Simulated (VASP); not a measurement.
# O on Co(0001): binding against coverage, part 2 of 12

Aim: adsorption energy and work function of O on Co(0001) from low coverage to a full layer.

VASP 6.6.1, plane waves and PAW; the level of theory is named at each step.

Still holding for the runs below: The magnetic state follows from one typed start and may not be the lowest.

So far. Step 3 (The bulk reference, job self-consistent run, k-mesh …): The run ends at a pressure of -0.12 GPa.

## (4) Surface relaxation, cell 1 x 1, k-mesh 12×12×1

Level of this step: PBE, spin-polarised from a ferromagnetic start; plane waves and PAW (Co) (VASP).

System of this step: Co(0001). The cell holds 4 atoms: 4 Co. Cell: a = 2.489 Å, b = 2.489 Å, c = 21.042 Å, α = 90.0°, β = 90.0°, γ = 60.0°. It derives from Co. 4 layers of hcp Co, cut at this functional's lattice. Vacuum lies along c.

The free atoms relax, while those held by selective dynamics keep their cut positions.

File INCAR:

```
SYSTEM = Co
PREC = Normal
ENCUT = 440
EDIFF = 1E-05
NELM = 120
ISMEAR = 1
SIGMA = 0.15
LREAL = .FALSE.
ALGO = Fast
GGA = PE
NBANDS = 31
ISPIN = 2
MAGMOM = 2 2 2 2
LASPH = .TRUE.
LMAXMIX = 4
LORBIT = 11
LWAVE = .FALSE.
LCHARG = .FALSE.
KPAR = 8
IBRION = 2
NSW = 30
ISIF = 2
EDIFFG = -0.03
POTIM = 0.4
MAXMIX = 40
IDIPOL = 3
LDIPOL = .TRUE.
DIPOL = 0.5 0.5 0.5
```

File POSCAR:

```
Co
1.0
    2.4892217852      0.0000000000      0.0000000000
    1.2446108926      2.1557293016      0.0000000000
    0.0000000000      0.0000000000     21.0421269460
Co
4
Selective dynamics
Direct
    0.6666666700      0.6666666700      0.3564278500  F F F
    0.0000000000      0.0000000000      0.4521426200  F F F
    0.6666666700      0.6666666700      0.5478573800  T T T
    0.0000000000      0.0000000000      0.6435721500  T T T
```

File KPOINTS:

```
Automatic mesh
0
Gamma
12 12 1
0 0 0
```

PAW data sets: Co (PBE family, release 64).

Launch:

```console
$ mpirun -np 8 vasp_std
```

The program printed:

```text
[banner, memory and clock lines left out]
running    8 mpi-ranks, on    1 nodes
 distrk:  each k-point on    1 cores,    8 groups
 distr:  one band on    1 cores,    1 groups

 POSCAR found type information on POSCAR Co
 POSCAR found :  1 types and       4 ions
 [... a notice as in an earlier step ...]

 LDA part: xc-table for (Slater+PW92), standard interpolation
 POSCAR, INCAR and KPOINTS ok, starting setup
 FFT: planning ... GRIDC
 FFT: planning ... GRID_SOFT
 FFT: planning ... GRID
 WAVECAR not read
 entering main loop
       N       E                     dE             d eps       ncg     rms          rms(c)
DAV:   1     0.238960898382E+03    0.23896E+03   -0.14463E+04  2356   0.109E+03
DAV:   2    -0.163157885504E+02   -0.25528E+03   -0.23625E+03  2384   0.261E+02
DAV:   3    -0.304638133711E+02   -0.14148E+02   -0.13705E+02  2720   0.892E+01
DAV:   4    -0.306501373290E+02   -0.18632E+00   -0.18624E+00  2605   0.112E+01
DAV:   5    -0.306566537838E+02   -0.65165E-02   -0.65163E-02  3625   0.136E+00    0.204E+01
RMM:   6    -0.389841930137E+02   -0.83275E+01   -0.38251E+01  2358   0.582E+01    0.425E+01
RMM:   7    -0.321119657450E+02    0.68722E+01   -0.10091E+01  2374   0.267E+01    0.336E+01
RMM:   8    -0.258507011628E+02    0.62613E+01   -0.32615E+00  2371   0.174E+01    0.103E+01
RMM:   9    -0.259590720764E+02   -0.10837E+00   -0.55243E-01  2384   0.596E+00    0.472E+00
RMM:  10    -0.262865668666E+02   -0.32749E+00   -0.28082E-01  2371   0.373E+00    0.230E+00
RMM:  11    -0.268818042390E+02   -0.59524E+00   -0.13348E-01  2382   0.242E+00    0.103E+01
RMM:  12    -0.262426283116E+02    0.63918E+00   -0.68865E-02  2388   0.225E+00    0.213E+00
RMM:  13    -0.263100600920E+02   -0.67432E-01   -0.19279E-02  2408   0.103E+00    0.188E+00
RMM:  14    -0.263356267055E+02   -0.25567E-01   -0.12368E-02  2398   0.907E-01    0.809E-01
RMM:  15    -0.264224302570E+02   -0.86804E-01   -0.21238E-02  2460   0.623E-01    0.764E-01
RMM:  16    -0.265005963236E+02   -0.78166E-01   -0.26932E-02  2500   0.656E-01    0.500E-01
RMM:  17    -0.265833952195E+02   -0.82799E-01   -0.21099E-02  2480   0.503E-01    0.401E-01
RMM:  18    -0.266400268873E+02   -0.56632E-01   -0.17418E-02  2475   0.424E-01    0.295E-01
RMM:  19    -0.266560018738E+02   -0.15975E-01   -0.46912E-03  2434   0.240E-01    0.219E-01
RMM:  20    -0.266647809001E+02   -0.87790E-02   -0.18009E-03  2404   0.159E-01    0.155E-01
RMM:  21    -0.266773673787E+02   -0.12586E-01   -0.12138E-03  2401   0.121E-01    0.902E-02
RMM:  22    -0.266817920825E+02   -0.44247E-02   -0.23044E-04  2283   0.634E-02    0.568E-02
RMM:  23    -0.266868098638E+02   -0.50178E-02   -0.19586E-04  2121   0.569E-02    0.328E-02
RMM:  24    -0.266890186784E+02   -0.22088E-02   -0.12589E-04  1971   0.357E-02    0.286E-02
RMM:  25    -0.266894962809E+02   -0.47760E-03   -0.26250E-05  1686   0.242E-02    0.167E-02
RMM:  26    -0.266897123456E+02   -0.21606E-03   -0.18101E-05  1611   0.173E-02    0.112E-02
RMM:  27    -0.266898726219E+02   -0.16028E-03   -0.13496E-05  1545   0.129E-02    0.657E-03
RMM:  28    -0.266899306367E+02   -0.58015E-04   -0.55525E-06  1479   0.914E-03    0.376E-03
RMM:  29    -0.266899629021E+02   -0.32265E-04   -0.27542E-06  1322   0.670E-03    0.299E-03
RMM:  30    -0.266899757977E+02   -0.12896E-04   -0.90212E-07  1164   0.460E-03    0.237E-03
RMM:  31    -0.266899793208E+02   -0.35231E-05   -0.39430E-07  1112   0.401E-03
   1 F= -.26689979E+02 E0= -.26690945E+02  d E =-.266900E+02  mag=     6.7747
 curvature:   0.00 expect dE= 0.000E+00 dE for cont linesearch  0.000E+00
 trial: gam= 0.00000 g(F)=  0.195E-01 g(S)=  0.000E+00 ort = 0.000E+00 (trialstep = 0.100E+01)
 search vector abs. value=  0.195E-01
 bond charge predicted
       N       E                     dE             d eps       ncg     rms          rms(c)
DAV:   1    -0.266947355382E+02   -0.47597E-02   -0.30149E+00  2517   0.838E+00    0.864E-01
RMM:   2    -0.267012552524E+02   -0.65197E-02   -0.37648E-02  2362   0.180E+00    0.478E-01
RMM:   3    -0.267033718095E+02   -0.21166E-02   -0.94962E-03  2463   0.668E-01    0.189E-01
RMM:   4    -0.267040377139E+02   -0.66590E-03   -0.20405E-03  2597   0.317E-01    0.126E-01
RMM:   5    -0.267042846938E+02   -0.24698E-03   -0.32102E-04  2413   0.119E-01    0.718E-02
RMM:   6    -0.267045220030E+02   -0.23731E-03   -0.11973E-04  2305   0.644E-02    0.193E-02
RMM:   7    -0.267046714299E+02   -0.14943E-03   -0.36728E-05  1852   0.338E-02    0.150E-02
RMM:   8    -0.267047053497E+02   -0.33920E-04   -0.79066E-06  1601   0.176E-02    0.125E-02
RMM:   9    -0.267047292309E+02   -0.23881E-04   -0.29432E-06  1498   0.121E-02    0.801E-03
RMM:  10    -0.267047367225E+02   -0.74916E-05   -0.16776E-06  1475   0.744E-03
   2 F= -.26704737E+02 E0= -.26705770E+02  d E =-.147574E-01  mag=     6.7862
[...]
3 F= -.26709291E+02 E0= -.26710412E+02  d E =-.193122E-01  mag=     6.7970
[...]
4 F= -.26709366E+02 E0= -.26710480E+02  d E =-.193862E-01  mag=     6.7949
 curvature:  -0.88 expect dE=-0.378E-04 dE for cont linesearch -0.162E-04
 ZBRENT: accuracy reached
 trial: gam=-0.02856 g(F)=  0.429E-04 g(S)=  0.000E+00 ort = 0.600E-03 (trialstep = 0.118E+01)
 search vector abs. value=  0.245E-04
 bond charge predicted
       N       E                     dE             d eps       ncg     rms          rms(c)
DAV:   1    -0.267093838454E+02   -0.18426E-04   -0.50613E-03  2510   0.340E-01    0.376E-02
RMM:   2    -0.267093537087E+02    0.30137E-04   -0.64081E-05  2213   0.714E-02    0.268E-02
RMM:   3    -0.267094112604E+02   -0.57552E-04   -0.19127E-05  1590   0.301E-02    0.801E-03
RMM:   4    -0.267094139322E+02   -0.26718E-05   -0.36116E-06  1455   0.159E-02
   5 F= -.26709414E+02 E0= -.26710533E+02  d E =-.483980E-04  mag=     6.7950
 ZBRENT: can't locate minimum, use default step
 trial-energy change:   -0.000048  1 .order   -0.000028   -0.000030   -0.000026
 step:   4.7149(harm=  7.9412)  dis= 0.00370  next Energy=   -26.709468 (dE=-0.102E-03)
 reached required accuracy - stopping structural energy minimisation
```

Elapsed: 34 s, on 8 MPI ranks of AMD EPYC 9R45, shared host; peak memory 1.8 GiB; 3.5 min of CPU time.

Parts of OUTCAR (step 4):

```text
  LATTYP: Found a hexagonal cell.
 ALAT       =     2.4892217852
 C/A-ratio  =     8.4532953517

 Subroutine GETGRP returns: Found 12 space group operations
 (whereof  6 operations were pure point group operations)

The static configuration has the point symmetry C_3v.
 The point group associated with its full space group is D_3d.

 Found     19 irreducible k-points:

   k-points           NKPTS =     19   k-points in BZ     NKDIM =     19   number of bands    NBANDS=     31

   dimension x,y,z NGX =    14 NGY =   14 NGZ =  108
   dimension x,y,z NGXF=    28 NGYF=   28 NGZF=  216

   ENCUT  =  440.0 eV  32.34 Ry    5.69 a.u.   4.26  4.26 35.99*2*pi/ulx,y,z

   NELECT =      36.0000    total number of electrons

 dipolmoment           0.000000      0.000000     -0.001696 electrons x Angstroem

 E-fermi :   1.0205

 spin component 1
 k-point     1 :       0.0000    0.0000    0.0000
  band No.  band energies     occupation
    ...
     20      -0.0513      1.00000
     21      -0.0513      1.00000
     22       0.0610      1.00000
     23       0.0610      1.00000
     24       0.1973      1.00000
     25       1.1937     -0.03462
     26       5.6350      0.00000
     27       5.7506      0.00000
     28       7.0071      0.00000
     29       7.9482      0.00000
    ...

 k-point     2 :       0.0833    0.0000    0.0000
  band No.  band energies     occupation
    ...
     20      -0.4196      1.00000
     21      -0.1834      1.00000
     22      -0.0522      1.00000
     23       0.0785      1.00000
     24       0.8661      1.02794
     25       1.9347     -0.00000
     26       5.8654      0.00000
     27       5.9562      0.00000
     28       7.2358      0.00000
     29       8.1229      0.00000
    ...

 k-point     3 :       0.1667    0.0000    0.0000
  band No.  band energies     occupation
    ...
     19      -0.5186      1.00000
     20      -0.4910      1.00000
     21      -0.0569      1.00000
     22       0.1167      1.00000
     23       0.1618      1.00000
     24       1.7914     -0.00000
     25       3.2467     -0.00000
     26       6.5469      0.00000
     27       6.5728      0.00000
     28       7.9207      0.00000
    ...

 k-point     4 :       0.2500    0.0000    0.0000
  band No.  band energies     occupation
    ...
     19      -0.3967      1.00000
     20      -0.3963      1.00000
     21      -0.0497      1.00000
     22       0.1571      1.00000
     23       0.7465      1.01342
     24       2.8695     -0.00000
     25       4.7926      0.00000
     26       7.5408      0.00000
     27       7.7073      0.00000
     28       9.0549      0.00000
    ...

  Total       -1.4174014     -1.4174014     -0.7684690      0.0000000      0.0000000      0.0000000
  in kB      -20.1120333    -20.1120333    -10.9040910      0.0000000      0.0000000      0.0000000
  external PRESSURE =     -17.0427192 kB  Pullay stress =       0.0000000 kB

  energy-cutoff  :      440.00
  volume of cell :      112.91
      direct lattice vectors                 reciprocal lattice vectors
     2.489221785  0.000000000  0.000000000     0.401731981 -0.231940068  0.000000000
     1.244610893  2.155729302  0.000000000     0.000000000  0.463880135  0.000000000
     0.000000000  0.000000000 21.042126946     0.000000000  0.000000000  0.047523713

 POSITION                                       TOTAL-FORCE (eV/Angst)
 -----------------------------------------------------------------------------------
      2.48922      1.43715      7.50000        -0.000000      0.000000      0.415131
      0.00000      0.00000      9.51404         0.000000      0.000000     -0.447799
      2.48922      1.43715     11.57248        -0.000000      0.000000      0.017710
      2.48922      0.00000     13.51497        -0.000000     -0.000000      0.014958
 -----------------------------------------------------------------------------------
    total drift:                                0.000000      0.000000     -0.012168

  FREE ENERGIE OF THE ION-ELECTRON SYSTEM (eV)
  ---------------------------------------------------
  free  energy   TOTEN  =       -26.7094139322 eV

  energy  without entropy=      -26.7127726047  energy(sigma->0) =      -26.71053349

 vacuum level on the upper side and lower side of the slab         5.763         5.861

 total charge
# of ion       s       p       d       tot
------------------------------------------
    1        0.479   0.403   7.228   8.110
    2        0.485   0.514   7.255   8.255
    3        0.493   0.531   7.268   8.292
    4        0.488   0.419   7.244   8.151
--------------------------------------------------
tot          1.944   1.867  28.995  32.807

 magnetization (x)
# of ion       s       p       d       tot
------------------------------------------
    1       -0.012  -0.044   1.801   1.745
    2       -0.013  -0.051   1.768   1.704
    3       -0.013  -0.051   1.757   1.692
    4       -0.012  -0.044   1.784   1.728
--------------------------------------------------
tot         -0.050  -0.190   7.110   6.869

[... 1 part as in an earlier step ...]

[... 11 further parts left out ...]
```

CONTCAR:

```
Co
   1.00000000000000
     2.4892217851999998    0.0000000000000000    0.0000000000000000
     1.2446108925999999    2.1557293016000001    0.0000000000000000
     0.0000000000000000    0.0000000000000000   21.0421269459999998
  Co
     4
Selective dynamics
Direct
     0.6666666699999979    0.6666666699999979    0.3564278500000029   F   F   F
     0.0000000000000000    0.0000000000000000    0.4521426199999965   F   F   F
     0.6666666699999979    0.6666666699999979    0.5499670083761683   T   T   T
     1.0000000000000000    0.0000000000000000    0.6422816307349825   T   T   T
```

The run keeps the 6 symmetry operations of its start, so it cannot find a distortion of lower symmetry.

Step by step:

```csv
step,energy less that of the first step (eV),largest force (eV/Å)
1,0.0000,0.5981
2,-0.0148,0.3078
3,-0.0193,0.0399
4,-0.0194,0.0320
5,-0.0194,0.0177
```

The atoms that moved most (Å):

```csv
atom,dx,dy,dz,length
Co3,0.000,0.000,0.044,0.044
Co4,0.000,0.000,-0.027,0.027
```

The relaxed structure:

```xyz
4
Lattice="2.4892 0.0000 0.0000 1.2446 2.1557 0.0000 0.0000 0.0000 21.0421" Properties=species:S:1:pos:R:3
Co    2.4892    1.4372    7.5000
Co    0.0000    0.0000    9.5140
Co    2.4892    1.4372   11.5725
Co    0.0000    0.0000   13.5150
```

Numbers from this step:

| Item | Value |
| --- | --- |
| electronic cycles | 53 |
| electrons | 36 |
| free energy (TOTEN) | -26.71 eV |
| energy at zero smearing | -26.71 eV |
| Fermi energy | 1.020 eV |
| moment of the cell, from the last line of the log | 6.795 μB |
| dipole moment | 0, 0, -0.001696 e·Å |

Spin moment in the PAW sphere by atom:

```csv
atom,spin moment in the PAW sphere (μB)
Co1,1.75
Co2,1.70
Co3,1.69
Co4,1.73
```

The run ended after 5 ionic steps, 0.019 eV below its first step, once the forces on the free atoms met EDIFFG = -0.03.

(Part 2 of 12 ends here.)

[Lines on the potential files, build, host, timing and source positions are cut from VASP's logs without a mark.]

[Logs are printed without paths, hosts, clocks, repeated set-up lines and the standing remarks that a program may print on its own settings, such as how far it seeks lower states.]

[Hosts, paths, dates, database ids (printed as entryN), source tags and the programs' standing remarks are cut or masked in the printed files.]

[Runs that stopped without an error message from VASP are left out.]
